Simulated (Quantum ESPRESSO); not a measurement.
# CuO (P6_3mc) in Quantum ESPRESSO: settings compared

One crystal, CuO, is run at these levels: LDA, r2SCAN; tasks: single point, equation of state, band structure.

Program: Quantum ESPRESSO 7.5. These are calculated values, not measurements. Logs are shortened: lines on timing, memory, paths and dates and some standing lists are left out, and cuts for length are marked.

## 1. Starting point

Symmetry: P6_3mc, No. 186, hexagonal system. The conventional cell has a = 3.288 Å, b = 3.288 Å, c = 5.385 Å, α = 90.00°, β = 90.00°, γ = 120.00°. Cu (site symmetry 3m) has 4 O at 2.01 to 2.02 Å as nearest neighbours. O (site symmetry 3m) has 4 Cu at 2.01 to 2.02 Å as nearest neighbours.

Measurements of this composition are mostly on another form, of space group No. 15.

## 2. Single point, LDA, 11.85 Å³/atom

Contents of pw.in:

```
&CONTROL
  calculation = 'scf'
  prefix = 'pwscf'
  outdir = './tmp'
  pseudo_dir = './pseudo'
  tprnfor = .true.
  tstress = .true.
  disk_io = 'nowf'
/
&SYSTEM
  ibrav = 0
  nat = 4
  ntyp = 2
  ecutwfc = 56
  ecutrho = 448
  nbnd = 34
  occupations = 'smearing'
  smearing = 'fd'
  degauss = 0.00367493
/
&ELECTRONS
  conv_thr = 8d-10
  electron_maxstep = 120
  mixing_beta = 0.5
/
ATOMIC_SPECIES
Cu    63.5460 cu_lda_v1.2.uspp.F.UPF
O     15.9990 o_lda_v1.2.uspp.F.UPF
CELL_PARAMETERS angstrom
   3.2209030567    0.0000000000    0.0000000000
  -1.6104515235    2.7893838657    0.0000000000
   0.0000000000    0.0000000000    5.2750955479
ATOMIC_POSITIONS crystal
Cu     0.6666666667    0.3333333333    0.0000000000
Cu     0.3333333333    0.6666666667    0.5000000000
O      0.6666666667    0.3333333333    0.6252000000
O      0.3333333333    0.6666666667    0.1252000000
K_POINTS automatic
9 9 5 0 0 0
```

Potentials or basis: GBRV 1.5 LDA.

Run with:

```sh
$ OMP_NUM_THREADS=1 pw.x -in pw.in > pw.out
```

pw.out:

```text
This program is part of the open-source Quantum ESPRESSO suite
     for quantum simulation of materials; please cite
[... 9 lines left out ...]
     --------------------
     sticks:   dense  smooth     PW     G-vecs:    dense   smooth      PW
     Sum        1147     583    163                51253    18161    2997

     Using Slab Decomposition

     bravais-lattice index     =            0
     lattice parameter (alat)  =       6.0866  a.u.
     unit-cell volume          =     319.8253 (a.u.)^3
     number of atoms/cell      =            4
     number of atomic types    =            2
     number of electrons       =        50.00
     number of Kohn-Sham states=           34
     kinetic-energy cutoff     =      56.0000  Ry
     charge density cutoff     =     448.0000  Ry
     scf convergence threshold =      8.0E-10
     mixing beta               =       0.5000
     number of iterations used =            8  plain     mixing
     Exchange-correlation= SLA  PZ   NOGX NOGC
                           (   1   1   0   0   0   0   0)

     celldm(1)=   6.086625  celldm(2)=   0.000000  celldm(3)=   0.000000
     celldm(4)=   0.000000  celldm(5)=   0.000000  celldm(6)=   0.000000

     crystal axes: (cart. coord. in units of alat)
               a(1) = (   1.000000   0.000000   0.000000 )
               a(2) = (  -0.500000   0.866025   0.000000 )
               a(3) = (   0.000000   0.000000   1.637769 )

     reciprocal axes: (cart. coord. in units 2 pi/alat)
               b(1) = (  1.000000  0.577350 -0.000000 )
               b(2) = (  0.000000  1.154701  0.000000 )
               b(3) = (  0.000000 -0.000000  0.610587 )

     PseudoPot. # 1 for Cu read from file:
     cu_lda_v1.2.uspp.F.UPF
     Pseudo is Ultrasoft + core correction, Zval = 19.0
     Generated by new atomic code, or converted to UPF format
     Using radial grid of  867 points,  6 beta functions with:
                l(1) =   0
                l(2) =   0
                l(3) =   1
                l(4) =   1
                l(5) =   2
                l(6) =   2
     Q(r) pseudized with  8 coefficients,  rinner =    1.150   1.150   1.150
                                                       1.150   1.150

     PseudoPot. # 2 for O  read from file:
     o_lda_v1.2.uspp.F.UPF
     Pseudo is Ultrasoft + core correction, Zval =  6.0
     Generated by new atomic code, or converted to UPF format
     Using radial grid of  737 points,  5 beta functions with:
                l(1) =   0
                l(2) =   0
                l(3) =   1
                l(4) =   1
                l(5) =   2
     Q(r) pseudized with  8 coefficients,  rinner =    0.900   0.900   0.900
                                                       0.900   0.900

     atomic species   valence    mass     pseudopotential
     Cu               19.00    63.54600     Cu( 1.00)
     O                 6.00    15.99900     O ( 1.00)

     12 Sym. Ops. (no inversion) found ( 6 have fractional translation)

   Cartesian axes

     site n.     atom                  positions (alat units)
         1        Cu     tau(   1) = (   0.5000000   0.2886751   0.0000000  )
         2        Cu     tau(   2) = (   0.0000000   0.5773503   0.8188846  )
         3        O      tau(   3) = (   0.5000000   0.2886751   1.0239333  )
         4        O      tau(   4) = (   0.0000000   0.5773503   0.2050487  )

     number of k points=    36  Fermi-Dirac smearing, width (Ry)=  0.0037
                       cart. coord. in units 2pi/alat
        k(    1) = (   0.0000000   0.0000000   0.0000000), wk =   0.0049383
        k(    2) = (   0.0000000   0.0000000   0.1221173), wk =   0.0098765
        k(    3) = (   0.0000000   0.0000000   0.2442347), wk =   0.0098765
        k(    4) = (   0.0000000   0.1283001   0.0000000), wk =   0.0296296
        k(    5) = (   0.0000000   0.1283001   0.1221173), wk =   0.0592593
        k(    6) = (   0.0000000   0.1283001   0.2442347), wk =   0.0592593
[... 28 lines left out ...]
        k(   35) = (   0.3333333   0.5773503   0.1221173), wk =   0.0197531
        k(   36) = (   0.3333333   0.5773503   0.2442347), wk =   0.0197531

     Dense  grid:    51253 G-vectors     FFT dimensions: (  45,  45,  72)

     Smooth grid:    18161 G-vectors     FFT dimensions: (  30,  30,  48)

     Check: negative core charge=   -0.000002

     Initial potential from superposition of free atoms

     starting charge      48.0000, renormalised to      50.0000
     Starting wfcs are   34 randomized atomic wfcs

     Self-consistent Calculation

     iteration #  1     ecut=    56.00 Ry     beta= 0.50
     Davidson diagonalization with overlap
     ethr =  1.00E-02,  avg # of iterations =  4.4

     total energy              =    -868.66810998 Ry
     estimated scf accuracy    <       5.15481877 Ry

     iteration #  2     ecut=    56.00 Ry     beta= 0.50
     Davidson diagonalization with overlap
     ethr =  1.00E-02,  avg # of iterations =  3.0

     total energy              =    -870.52435628 Ry
     estimated scf accuracy    <       9.84565436 Ry

     iteration #  3     ecut=    56.00 Ry     beta= 0.50
     Davidson diagonalization with overlap
     ethr =  1.00E-02,  avg # of iterations =  2.0

     total energy              =    -871.45010206 Ry
     estimated scf accuracy    <       0.41764563 Ry

     iteration #  4     ecut=    56.00 Ry     beta= 0.50
     Davidson diagonalization with overlap
     ethr =  8.35E-04,  avg # of iterations =  2.1

     total energy              =    -871.49294426 Ry
     estimated scf accuracy    <       0.04619126 Ry

     iteration #  5     ecut=    56.00 Ry     beta= 0.50
     Davidson diagonalization with overlap
     ethr =  9.24E-05,  avg # of iterations =  2.1

     total energy              =    -871.49491523 Ry
     estimated scf accuracy    <       0.01411344 Ry

     iteration #  6     ecut=    56.00 Ry     beta= 0.50
     Davidson diagonalization with overlap
     ethr =  2.82E-05,  avg # of iterations =  2.3

     total energy              =    -871.48971317 Ry
     estimated scf accuracy    <       0.02150910 Ry

     iteration #  7     ecut=    56.00 Ry     beta= 0.50
     Davidson diagonalization with overlap
     ethr =  2.82E-05,  avg # of iterations =  2.0
[... 46 lines left out ...]
     iteration # 14     ecut=    56.00 Ry     beta= 0.50
     Davidson diagonalization with overlap
     ethr =  1.27E-09,  avg # of iterations =  2.0

     total energy              =    -871.49263698 Ry
     estimated scf accuracy    <          1.4E-09 Ry

     iteration # 15     ecut=    56.00 Ry     beta= 0.50
     Davidson diagonalization with overlap
     ethr =  2.86E-12,  avg # of iterations =  4.1

     total energy              =    -871.49263698 Ry
     estimated scf accuracy    <          2.0E-09 Ry

     iteration # 16     ecut=    56.00 Ry     beta= 0.50
     Davidson diagonalization with overlap
     ethr =  2.86E-12,  avg # of iterations =  3.0

     total energy              =    -871.49263699 Ry
     estimated scf accuracy    <          2.8E-09 Ry

     iteration # 17     ecut=    56.00 Ry     beta= 0.50
     Davidson diagonalization with overlap
     ethr =  2.86E-12,  avg # of iterations =  1.0

     total energy              =    -871.49263698 Ry
     estimated scf accuracy    <          9.0E-10 Ry

     iteration # 18     ecut=    56.00 Ry     beta= 0.50
     Davidson diagonalization with overlap
     ethr =  1.81E-12,  avg # of iterations =  2.0

     End of self-consistent calculation

          k = 0.0000 0.0000 0.0000 (  2273 PWs)   bands (ev):

  -102.6424-102.6420 -60.4918 -60.4918 -60.4908 -60.4908 -60.4676 -60.4612
    -9.8989  -9.2232   2.5986   3.7848   3.7848   3.7992   3.9933   3.9933
     6.3952   6.3952   6.7002   6.7002   6.8169   8.5522   8.5522   9.2187
     9.3476   9.3476   9.4675  14.2605  16.3129  22.1376  22.1376  22.6824
    23.2999  23.2999

          k = 0.0000 0.0000 0.1221 (  2268 PWs)   bands (ev):

  -102.6423-102.6420 -60.4917 -60.4917 -60.4909 -60.4909 -60.4670 -60.4618
    -9.8374  -9.2909   2.6573   3.6167   3.7976   3.7976   3.9653   3.9653
     6.4331   6.4331   6.6829   6.6829   7.0367   8.6245   8.6245   8.7271
     9.2703   9.2703  10.2063  13.6775  16.8773  21.5017  22.1393  22.1393
    23.0384  23.0384

          k = 0.0000 0.0000 0.2442 (  2274 PWs)   bands (ev):

  -102.6422-102.6421 -60.4914 -60.4914 -60.4911 -60.4911 -60.4654 -60.4634
    -9.6736  -9.4649   2.8629   3.2227   3.8376   3.8376   3.9011   3.9011
     6.5253   6.5253   6.6225   6.6225   7.5698   8.1753   8.8199   8.8199
     9.0679   9.0679  11.3239  12.5527  18.0514  19.6317  22.2424  22.2424
    22.5659  22.5659

          k = 0.0000 0.1283 0.0000 (  2265 PWs)   bands (ev):

  -102.6423-102.6420 -60.4924 -60.4920 -60.4914 -60.4909 -60.4673 -60.4613
    -9.8325  -9.1924   2.7177   3.6063   3.8178   3.8329   3.9098   4.0352
     6.3412   6.3888   6.6593   6.7096   6.8436   8.2656   8.4295   8.8647
     9.1574   9.2721  10.2186  14.7240  16.3548  20.7951  22.1520  22.3861
    23.0372  23.4805

          k = 0.0000 0.1283 0.1221 (  2268 PWs)   bands (ev):

  -102.6423-102.6420 -60.4923 -60.4919 -60.4915 -60.4910 -60.4667 -60.4619
    -9.7738  -9.2560   2.7415   3.4720   3.8199   3.8315   3.9005   4.0064
     6.3886   6.4266   6.6782   6.6884   7.0333   8.3342   8.5085   8.6519
     9.0697   9.1919  10.6625  14.0629  16.9734  20.8731  21.6065  22.1637
    22.2074  23.1501

          k = 0.0000 0.1283 0.2442 (  2274 PWs)   bands (ev):

  -102.6422-102.6421 -60.4920 -60.4917 -60.4916 -60.4913 -60.4652 -60.4634
    -9.6178  -9.4201   2.8720   3.1523   3.8340   3.8704   3.8738   3.9400
     6.5003   6.5195   6.6160   6.6208   7.5813   8.1828   8.5471   8.7187
     8.8163   8.9806  11.6760  12.8926  18.1413  19.6736  21.2458  21.7058
    22.2826  22.6240
[... 211 lines left out ...]
  -102.6419-102.6419 -60.4957 -60.4956 -60.4939 -60.4935 -60.4640 -60.4635
    -9.1152  -9.0695   2.8621   2.8966   3.6742   3.6970   4.3559   4.3754
     6.3771   6.4618   6.7494   6.8273   6.8961   7.0130   7.3893   7.6281
     8.0129   8.2047  15.3084  15.7088  17.0558  17.5052  18.2575  18.8120
    22.6728  23.9495

          k = 0.3333 0.5774 0.0000 (  2277 PWs)   bands (ev):

  -102.6419-102.6419 -60.4953 -60.4952 -60.4952 -60.4937 -60.4638 -60.4638
    -9.0738  -9.0738   3.4665   3.4694   3.6423   3.6423   4.0844   4.0844
     6.1786   6.3287   6.3287   6.4283   6.9071   7.2167   7.2167   7.8391
     7.8845   7.8845  16.4006  16.5122  16.5122  16.5665  19.5005  19.5005
    21.4148  22.8603

          k = 0.3333 0.5774 0.1221 (  2277 PWs)   bands (ev):

  -102.6419-102.6419 -60.4952 -60.4952 -60.4952 -60.4938 -60.4638 -60.4638
    -9.0708  -9.0708   3.3621   3.3621   3.4658   3.4681   4.2761   4.2761
     6.2052   6.4067   6.4821   6.4821   6.9825   7.1791   7.1791   7.7344
     7.9486   7.9486  16.4222  16.5549  16.5903  16.5903  18.8007  18.8007
    21.8619  23.6654

          k = 0.3333 0.5774 0.2442 (  2265 PWs)   bands (ev):

  -102.6419-102.6419 -60.4952 -60.4952 -60.4948 -60.4942 -60.4637 -60.4637
    -9.0659  -9.0659   3.0850   3.0850   3.4649   3.4658   4.4139   4.4139
     6.2716   6.3482   6.7645   6.7645   7.0745   7.0745   7.1923   7.4783
     8.0650   8.0650  16.4713  16.5211  16.8592  16.8592  17.7824  17.7824
    23.1475  24.8870

     the Fermi energy is     8.5270 ev

!    total energy              =    -871.49263698 Ry
     estimated scf accuracy    <          5.9E-11 Ry
     smearing contrib. (-TS)   =      -0.00344645 Ry
     internal energy E=F+TS    =    -871.48919053 Ry

     The total energy is F=E-TS. E is the sum of the following terms:
     one-electron contribution =    -677.12163039 Ry
     hartree contribution      =     360.63488921 Ry
     xc contribution           =     -90.47154710 Ry
     ewald contribution        =    -464.53090225 Ry

     convergence has been achieved in  18 iterations

     Forces acting on atoms (cartesian axes, Ry/au):

     atom    1 type  1   force =     0.00000000    0.00000000   -0.00363203
     atom    2 type  1   force =     0.00000000    0.00000000   -0.00363203
     atom    3 type  2   force =     0.00000000    0.00000000    0.00363203
     atom    4 type  2   force =     0.00000000    0.00000000    0.00363203

     Total force =     0.007264     Total SCF correction =     0.000001

     Computing stress (Cartesian axis) and pressure

          total   stress  (Ry/bohr**3)                   (kbar)     P=     -143.29
  -0.00101855   0.00000000   0.00000000         -149.83        0.00        0.00
   0.00000000  -0.00101855   0.00000000            0.00     -149.83        0.00
   0.00000000   0.00000000  -0.00088514            0.00        0.00     -130.21

=------------------------------------------------------------------------------=
   JOB DONE.
=------------------------------------------------------------------------------=
```

It took 79 s on 1 thread of Intel Xeon at 2.70GHz, shared host; peak memory 0.26 GiB.

What came out:

```
Free energy            : -11857.2614 eV
Pressure               : -14.3 GPa
Largest force          : 0.093 eV/Å
Band gap on the k mesh : none (metal or under the smearing width)
```

Caveat: the run has no spin polarisation, though such a crystal can be magnetic; semilocal functionals often make such compounds metallic where correlation or magnetic order opens a gap, which also shifts bond lengths.

## 3. Single point, LDA, 12.10 Å³/atom

Edit pw.in of step 2 so:

```diff
@@ -29,5 +29,5 @@
 CELL_PARAMETERS angstrom
-   3.2209030567    0.0000000000    0.0000000000
-  -1.6104515235    2.7893838657    0.0000000000
-   0.0000000000    0.0000000000    5.2750955479
+   3.2435862200    0.0000000000    0.0000000000
+  -1.6217931051    2.8090280613    0.0000000000
+   0.0000000000    0.0000000000    5.3122453321
 ATOMIC_POSITIONS crystal
```

Potentials or basis: GBRV 1.5 LDA.

Run with:

```sh
$ OMP_NUM_THREADS=1 pw.x -in pw.in > pw.out
```

It took 69 s on 1 thread of Intel Xeon at 2.70GHz, shared host; peak memory 0.26 GiB.

It converged, with:

```
Free energy            : -11857.1669 eV
Pressure               : -16.5 GPa
Largest force          : 0.084 eV/Å
Band gap on the k mesh : none (metal or under the smearing width)
```

Caveat: the run has no spin polarisation, though such a crystal can be magnetic; semilocal functionals often make such compounds metallic where correlation or magnetic order opens a gap, which also shifts bond lengths.

[end of part 1 of 2]
